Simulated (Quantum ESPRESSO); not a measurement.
# Magnetic state of CuWO4 from several starts, part 2 of 3

A self-consistent run ends on one state, which hangs on the start. Several orders of CuWO4 are started in Quantum ESPRESSO and their energies compared.

Quantum ESPRESSO 7.5; PBEsol with U = 6 eV on Cu d (ortho-atomic projectors); plane waves with GBRV 1.5 PBEsol potentials, no spin-orbit coupling.

So far, absolute magnetization (μB): step 2 (run 1 (ferro ++)) 2.13.

**3. Run 2 (antiferro +−)**

File pw.in:

```
&CONTROL
  calculation = 'scf'
  prefix = 'pwscf'
  outdir = './tmp'
  pseudo_dir = './pseudo'
  disk_io = 'nowf'
/
&SYSTEM
  ibrav = 0
  celldm(1) = 8
  nat = 12
  ntyp = 4
  ecutwfc = 40
  ecutrho = 280
  nbnd = 73
  occupations = 'smearing'
  smearing = 'fd'
  degauss = 0.00367493
  nspin = 2
  starting_magnetization(1) = 0.0526
  starting_magnetization(2) = -0.0526
  starting_magnetization(3) = 0
  starting_magnetization(4) = 0
/
&ELECTRONS
  conv_thr = 2.4d-08
  electron_maxstep = 150
  mixing_beta = 0.3
/
ATOMIC_SPECIES
Cu1    63.5460 cu_pbesol_v1.2.uspp.F.UPF
Cu2    63.5460 cu_pbesol_v1.2.uspp.F.UPF
W     183.8400 w_pbesol_v1.2.uspp.F.UPF
O      15.9990 o_pbesol_v1.2.uspp.F.UPF
CELL_PARAMETERS alat
   1.1093637214616    0.0000000000000    0.0000000000000
   0.0490111256506    1.1501774026444    0.0000000000000
   0.1728010651790    0.0318361699831    1.3655729172783
ATOMIC_POSITIONS crystal
Cu1     0.4962000000    0.7638000000    0.6621000000
Cu2     0.5038000000    0.2362000000    0.3379000000
W       0.0166000000    0.7330000000    0.1745000000
W       0.9834000000    0.2670000000    0.8255000000
O       0.2481000000    0.5829000000    0.3556000000
O       0.7519000000    0.4171000000    0.6444000000
O       0.2243000000    0.5676000000    0.8769000000
O       0.7757000000    0.4324000000    0.1231000000
O       0.7293000000    0.9044000000    0.3859000000
O       0.2707000000    0.0956000000    0.6141000000
O       0.7845000000    0.9488000000    0.9036000000
O       0.2155000000    0.0512000000    0.0964000000
K_POINTS automatic
4 4 4 0 0 0
HUBBARD {ortho-atomic}
U Cu1-3d 6.0000
U Cu2-3d 6.0000
```

The run is started by

```console
$ OMP_NUM_THREADS=1 mpirun -n 4 pw.x -nk 4 -in pw.in > pw.out
```

The log of the run:

```text
[banner, memory and clock lines left out]
Program PWSCF v.7.5 starts

     bravais-lattice index     =            0
     lattice parameter (alat)  =       8.0000  a.u.
     unit-cell volume          =     892.1208 (a.u.)^3
     number of atoms/cell      =           12
     number of atomic types    =            4
     number of electrons       =       114.00
     number of Kohn-Sham states=           73
     kinetic-energy cutoff     =      40.0000  Ry
     charge density cutoff     =     280.0000  Ry
     scf convergence threshold =      2.4E-08
     mixing beta               =       0.3000
     number of iterations used =            8  plain     mixing
     Exchange-correlation= SLA  PW   PSX  PSC
                           (   1   4  10   8   0   0   0)
     Hubbard projectors: ortho-atomic
     Hubbard parameters of DFT+U (Dudarev formulation) in eV:
     U(Cu1-3d) =  6.0000
     U(Cu2-3d) =  6.0000

     Internal variables: lda_plus_u =T, lda_plus_u_kind = 0

     Internal variables: orbital_resolved =F, hub_pot_fix =F, apply_U = F

     celldm(1)=   8.000000  celldm(2)=   0.000000  celldm(3)=   0.000000
     celldm(4)=   0.000000  celldm(5)=   0.000000  celldm(6)=   0.000000

     crystal axes: (cart. coord. in units of alat)
               a(1) = (   1.109364   0.000000   0.000000 )
               a(2) = (   0.049011   1.150177   0.000000 )
               a(3) = (   0.172801   0.031836   1.365573 )

     reciprocal axes: (cart. coord. in units 2 pi/alat)
               b(1) = (  0.901418 -0.038411 -0.113171 )
               b(2) = (  0.000000  0.869431 -0.020269 )
               b(3) = (  0.000000  0.000000  0.732293 )

     PseudoPot. # 1 for Cu read from file:
     cu_pbesol_v1.2.uspp.F.UPF
     Pseudo is Ultrasoft + core correction, Zval = 19.0

     PseudoPot. # 2 for Cu read from file:
     cu_pbesol_v1.2.uspp.F.UPF
     Pseudo is Ultrasoft + core correction, Zval = 19.0

     PseudoPot. # 3 for W  read from file:
     w_pbesol_v1.2.uspp.F.UPF
     Pseudo is Ultrasoft + core correction, Zval = 14.0

     PseudoPot. # 4 for O  read from file:
     o_pbesol_v1.2.uspp.F.UPF
     Pseudo is Ultrasoft + core correction, Zval =  6.0

     atomic species   valence    mass     pseudopotential
     Cu1              19.00    63.54600     Cu( 1.00)
     Cu2              19.00    63.54600     Cu( 1.00)
     W                14.00   183.84000     W ( 1.00)
     O                 6.00    15.99900     O ( 1.00)

     Starting magnetic structure
     atomic species   magnetization
     Cu1             0.053
     Cu2            -0.053
     W               0.000
     O               0.000

     No symmetry found

   Cartesian axes

     site n.     atom                  positions (alat units)
         1        Cu1    tau(   1) = (   0.7023126   0.8995842   0.9041458  )
         2        Cu2    tau(   2) = (   0.6288634   0.2824293   0.4614271  )
         3        W      tau(   3) = (   0.0844944   0.8486354   0.2382925  )
         4        W      tau(   4) = (   1.2466815   0.3333781   1.1272804  )
         5        O      tau(   5) = (   0.3652498   0.6817594   0.4855977  )
         6        O      tau(   6) = (   0.9659261   0.5002542   0.8799752  )
         7        O      tau(   7) = (   0.4281783   0.6807578   1.1974709  )
         8        O      tau(   8) = (   0.9029977   0.5012557   0.1681020  )
         9        O      tau(   9) = (   0.9200686   1.0525060   0.5269746  )
        10        O      tau(  10) = (   0.4111074   0.1295076   0.8385983  )
        11        O      tau(  11) = (   1.0729406   1.1200555   1.2339317  )
        12        O      tau(  12) = (   0.2582353   0.0619581   0.1316412  )

     number of k points=    36  Fermi-Dirac smearing, width (Ry)=  0.0037
                       cart. coord. in units 2pi/alat
        k(    1) = (   0.0000000   0.0000000   0.0000000), wk =   0.0156250
        k(    2) = (   0.0000000   0.0000000   0.1830733), wk =   0.0312500
        k(    3) = (   0.0000000   0.0000000  -0.3661467), wk =   0.0156250
        k(    4) = (   0.0000000   0.2173578  -0.0050674), wk =   0.0312500
        k(    5) = (   0.0000000   0.2173578   0.1780060), wk =   0.0312500
        [... 31 further k-points ...]

     Dense  grid:    70665 G-vectors     FFT dimensions: (  48,  50,  60)

     Smooth grid:    30509 G-vectors     FFT dimensions: (  36,  40,  45)

     Check: negative core charge=   -0.000002
     Generating pointlists ...
     new r_m :   0.1879 (alat units)  1.5030 (a.u.) for type    1
     new r_m :   0.1879 (alat units)  1.5030 (a.u.) for type    2
     new r_m :   0.1690 (alat units)  1.3519 (a.u.) for type    3
     new r_m :   0.1690 (alat units)  1.3519 (a.u.) for type    4

     Initial potential from superposition of free atoms

     starting charge     111.7994, renormalised to     114.0000

     negative rho (up, down):  6.400E-02 6.400E-02

     STARTING HUBBARD OCCUPATIONS:

     =================== HUBBARD OCCUPATIONS ===================
     ------------------------ ATOM    1 ------------------------
     Tr[ns(  1)] (up, down, total) =   5.00000  3.00000  8.00000
     Atomic magnetic moment for atom   1 =   2.00000
     [... lines left out ...]
     ------------------------ ATOM    2 ------------------------
     Tr[ns(  2)] (up, down, total) =   3.00000  5.00000  8.00000
     Atomic magnetic moment for atom   2 =  -2.00000
     [... lines left out ...]
     Number of occupied Hubbard levels =   16.0000

     Atomic wfc used for Hubbard projectors are orthogonalized

     Starting wfcs are   84 randomized atomic wfcs

     Self-consistent Calculation

     iteration #  1     ecut=    40.00 Ry     beta= 0.30
     Davidson diagonalization with overlap
     ethr =  1.00E-02,  avg # of iterations =  2.0

     =================== HUBBARD OCCUPATIONS ===================
     ------------------------ ATOM    1 ------------------------
     Tr[ns(  1)] (up, down, total) =   4.96587  4.54050  9.50637
     Atomic magnetic moment for atom   1 =   0.42537
     [... lines left out ...]
     ------------------------ ATOM    2 ------------------------
     Tr[ns(  2)] (up, down, total) =   4.54031  4.96579  9.50610
     Atomic magnetic moment for atom   2 =  -0.42547
     [... lines left out ...]
     Number of occupied Hubbard levels =   19.0125

     negative rho (up, down):  6.282E-02 6.282E-02

     total energy              =   -1381.82390868 Ry
     estimated scf accuracy    <       5.14361191 Ry

     total magnetization       =    -0.00 Bohr mag/cell
     absolute magnetization    =     1.55 Bohr mag/cell

     iteration #  2     ecut=    40.00 Ry     beta= 0.30
     Davidson diagonalization with overlap
     ethr =  4.51E-03,  avg # of iterations =  2.1

     negative rho (up, down):  6.341E-02 6.341E-02

     total energy              =   -1382.84077751 Ry
     estimated scf accuracy    <       0.74852886 Ry

     total magnetization       =     0.00 Bohr mag/cell
     absolute magnetization    =     1.80 Bohr mag/cell

     [... further iterations left out ...]

     iteration # 17     ecut=    40.00 Ry     beta= 0.30
     Davidson diagonalization with overlap
     ethr =  1.07E-10,  avg # of iterations =  2.0

     negative rho (up, down):  6.395E-02 6.395E-02

     total energy              =   -1382.96615943 Ry
     estimated scf accuracy    <       0.00000004 Ry

     total magnetization       =     0.00 Bohr mag/cell
     absolute magnetization    =     1.93 Bohr mag/cell

     iteration # 18     ecut=    40.00 Ry     beta= 0.30
     Davidson diagonalization with overlap
     ethr =  3.31E-11,  avg # of iterations =  2.0

     negative rho (up, down):  6.395E-02 6.395E-02

     Magnetic moment per site  (integrated on atomic sphere of radius R)
     atom   1 (R=0.188)  charge= 16.3288  magn=  0.7369
     atom   2 (R=0.188)  charge= 16.3288  magn= -0.7369
     atom   3 (R=0.169)  charge=  7.3976  magn= -0.0044
     atom   4 (R=0.169)  charge=  7.3975  magn=  0.0044
     atom   5 (R=0.169)  charge=  4.8360  magn= -0.0310
     atom   6 (R=0.169)  charge=  4.8360  magn=  0.0310
     atom   7 (R=0.169)  charge=  4.8406  magn=  0.0268
     atom   8 (R=0.169)  charge=  4.8406  magn= -0.0268
     atom   9 (R=0.169)  charge=  4.8141  magn= -0.0068
     atom  10 (R=0.169)  charge=  4.8141  magn=  0.0068
     atom  11 (R=0.169)  charge=  4.7931  magn= -0.0015
     atom  12 (R=0.169)  charge=  4.7930  magn=  0.0015

     End of self-consistent calculation

     =================== HUBBARD OCCUPATIONS ===================
     ------------------------ ATOM    1 ------------------------
     Tr[ns(  1)] (up, down, total) =   4.94207  4.21009  9.15216
     Atomic magnetic moment for atom   1 =   0.73198
     [... lines left out ...]
     ------------------------ ATOM    2 ------------------------
     Tr[ns(  2)] (up, down, total) =   4.21009  4.94207  9.15216
     Atomic magnetic moment for atom   2 =  -0.73198
     [... lines left out ...]
     Number of occupied Hubbard levels =   18.3043

     [... lines left out ...]
     the Fermi energy is    10.0740 ev

!    total energy              =   -1382.96615946 Ry
     estimated scf accuracy    <       0.00000001 Ry
     smearing contrib. (-TS)   =      -0.00000000 Ry
     internal energy E=F+TS    =   -1382.96615946 Ry

     The total energy is F=E-TS. E is the sum of the following terms:
     one-electron contribution =    -857.97558814 Ry
     hartree contribution      =     485.87856132 Ry
     xc contribution           =    -216.09654635 Ry
     ewald contribution        =    -794.90885157 Ry
     Hubbard energy            =       0.13626528 Ry

     total magnetization       =    -0.00 Bohr mag/cell
     absolute magnetization    =     1.93 Bohr mag/cell

     convergence has been achieved in  18 iterations
```

It took 2.3 min on 4 MPI ranks of Intel Xeon Platinum 8375C at 2.90GHz (Ice Lake), shared host; peak memory 1.3 GiB.

Spin moment in the atom's sphere by atom:

| atom | spin moment in the atom's sphere (μB) |
| --- | --- |
| Cu1 | 0.737 |
| Cu2 | -0.737 |
| W3 | -0.004 |
| W4 | 0.004 |
| O5 | -0.031 |
| O6 | 0.031 |
| O7 | 0.027 |
| O8 | -0.027 |
| O9 | -0.007 |
| O10 | 0.007 |
| O11 | -0.002 |
| O12 | 0.002 |

Read from the output:

| Property | Result |
| --- | --- |
| smearing term TS | 3.28e-9 eV |
| magnetization | 0 μB |
| absolute magnetization | 1.928 μB |
| final state | antiferromagnetic |

Spin density in the ab plane at fractional z = 0.356, with atoms of Cu and O within 0.2 Å of it.

Values in e/Å³, 14 rows by 14 columns, each cell a mean:
```
 0.0  0.0  0.0  0.0  0.0  0.0  0.0  0.0  0.0 -0.1 -0.1  0.0  0.0  0.0
 0.0  0.0  0.0  0.0  0.0  0.0  0.0  0.0  0.0  0.0  0.0  0.0  0.0  0.0
 0.0  0.0  0.0  0.0  0.0  0.0  0.0  0.0  0.0  0.0  0.0  0.0  0.0  0.0
 0.0  0.0  0.0  0.0  0.0  0.0  0.0  0.0  0.0  0.0  0.0  0.0  0.0  0.0
 0.0  0.0  0.0  0.0  0.0  0.0  0.0  0.0  0.0  0.0  0.0  0.0  0.0  0.0
 0.0  0.0  0.0 -0.1 -0.1  0.0  0.0  0.0  0.0  0.0  0.0  0.0  0.0  0.0
 0.0  0.0  0.0 -0.1 -0.1  0.0  0.0  0.0  0.0  0.0  0.0  0.0  0.0  0.0
 0.0  0.0  0.0  0.0  0.0  0.0  0.0  0.0  0.0  0.0  0.0  0.0  0.0  0.0
 0.0  0.0  0.0  0.0  0.0 -0.1 -0.2 -0.1  0.0  0.0  0.0  0.0  0.0  0.0
 0.0  0.0  0.0  0.0  0.0 -0.1 -1.1 -0.7 -0.1  0.0  0.0  0.0  0.0  0.0
 0.0  0.0  0.0  0.0  0.0 -0.1 -1.5 -2.3 -0.5  0.0  0.0  0.0  0.0  0.0
 0.0  0.0  0.0  0.0  0.0 -0.1 -0.5 -1.0 -0.7 -0.1  0.0  0.0  0.0  0.0
 0.0  0.0  0.0  0.0  0.0  0.0  0.0 -0.1 -0.1  0.0  0.0  0.0  0.0  0.0
 0.0  0.0  0.0  0.0  0.0  0.0  0.0  0.0  0.0  0.0  0.0  0.0  0.0  0.0
```
Columns run along a (4.7 Å), rows up along b (4.9 Å). Atoms in or near the plane, at fractional coordinates: Cu at (0.50, 0.24), O at (0.25, 0.58), O at (0.73, 0.90).

Valence density in the ab plane at fractional z = 0.356, with atoms of Cu and O within 0.2 Å of it. It is the smooth field of the valence electrons, not physical close to the nuclei.

Ten steps, logarithmic in the rise over the least value, from '0' (0 e/Å³) to '9' (51 e/Å³), each cell a mean:
```
00000000245421
00000000245431
10000000123321
11222100011111
12344200000000
12455310000000
01354210000000
00122111000000
00001123210000
00001378520000
00001489730000
00000367520000
00000123211100
00000001123210
```
Columns run along a (4.7 Å), rows up along b (4.9 Å). Atoms in or near the plane, at fractional coordinates: Cu at (0.50, 0.24), O at (0.25, 0.58), O at (0.73, 0.90).

**4. Energies of the orders**

An order is kept where moments of 0.15 μB or more survive with the typed signs; meshes match where a doubled cell samples the same k points as the first cell.

Orders:

```
       start        final state  typed order kept  energy over the lowest (meV a seeded atom)  largest site moment (μB)  net moment (μB a cell of the first run)  mesh matched  CPU time (s)
    ferro ++      ferromagnetic               yes                                        3.88                    0.7423                                        2           yes         618.7
antiferro +-  antiferromagnetic               yes                                           0                    0.7369                                        0           yes         559.2
```

**5. The lowest state again, with its states saved**

pw.in: that of step 3 with these lines changed.

```diff
@@ -5,3 +5,3 @@
   pseudo_dir = './pseudo'
-  disk_io = 'nowf'
+  disk_io = 'low'
 /
@@ -14,3 +14,3 @@
   ecutrho = 280
-  nbnd = 73
+  nbnd = 77
   occupations = 'smearing'
```

The log of the run:

```text
     [... lines left out ...]
Program PWSCF v.7.5 starts
     [... lines left out ...]
     number of atoms/cell      =           12
     [... lines left out ...]
     number of electrons       =       114.00
     number of Kohn-Sham states=           77
     kinetic-energy cutoff     =      40.0000  Ry
     charge density cutoff     =     280.0000  Ry
     scf convergence threshold =      2.4E-08
     [... lines left out ...]
     No symmetry found
     [... lines left out ...]
     number of k points=    36  Fermi-Dirac smearing, width (Ry)=  0.0037
     [... lines left out ...]
     iteration # 18     ecut=    40.00 Ry     beta= 0.30
     [... lines left out ...]
     Magnetic moment per site  (integrated on atomic sphere of radius R)
     atom   1 (R=0.188)  charge= 16.3288  magn=  0.7369
     atom   2 (R=0.188)  charge= 16.3288  magn= -0.7369
     atom   3 (R=0.169)  charge=  7.3976  magn= -0.0044
     atom   4 (R=0.169)  charge=  7.3975  magn=  0.0044
     atom   5 (R=0.169)  charge=  4.8360  magn= -0.0310
     atom   6 (R=0.169)  charge=  4.8360  magn=  0.0310
     atom   7 (R=0.169)  charge=  4.8405  magn=  0.0268
     atom   8 (R=0.169)  charge=  4.8406  magn= -0.0268
     atom   9 (R=0.169)  charge=  4.8141  magn= -0.0068
     atom  10 (R=0.169)  charge=  4.8141  magn=  0.0068
     atom  11 (R=0.169)  charge=  4.7931  magn= -0.0015
     atom  12 (R=0.169)  charge=  4.7930  magn=  0.0015
     [... lines left out ...]
     Tr[ns(  1)] (up, down, total) =   4.94207  4.21010  9.15217
     [... lines left out ...]
     Tr[ns(  2)] (up, down, total) =   4.21010  4.94207  9.15217
     [... lines left out ...]
     the Fermi energy is    10.0724 ev
!    total energy              =   -1382.96615946 Ry
     estimated scf accuracy    <       0.00000001 Ry
     smearing contrib. (-TS)   =      -0.00000000 Ry
     [... lines left out ...]
     total magnetization       =    -0.00 Bohr mag/cell
     absolute magnetization    =     1.93 Bohr mag/cell
     convergence has been achieved in  18 iterations
```

Elapsed: 2.6 min, on 4 MPI ranks; peak memory 1.3 GiB; 10 min of CPU time.

Read from the output:

```
smearing term TS       : 3.28e-9 eV
magnetization          : 0 μB
absolute magnetization : 1.928 μB
final state            : antiferromagnetic
largest moment         : 0.7369 μB
```

[end of part 2 of 3]

[Logs and program files are shortened in this print: banners, set-up blocks, solver, clock and traceback lines can be left out without a mark of their own.]

[Logs are printed without paths, hosts, clocks, repeated set-up lines and the standing remarks that a program may print on its own settings, such as how far it seeks lower states.]

[Hosts, paths, dates, database ids (printed as entryN), source tags and the programs' standing remarks are cut or masked in the printed files.]

[Where a cell is said to come from a database of computed structures, the database is the Materials Project.]
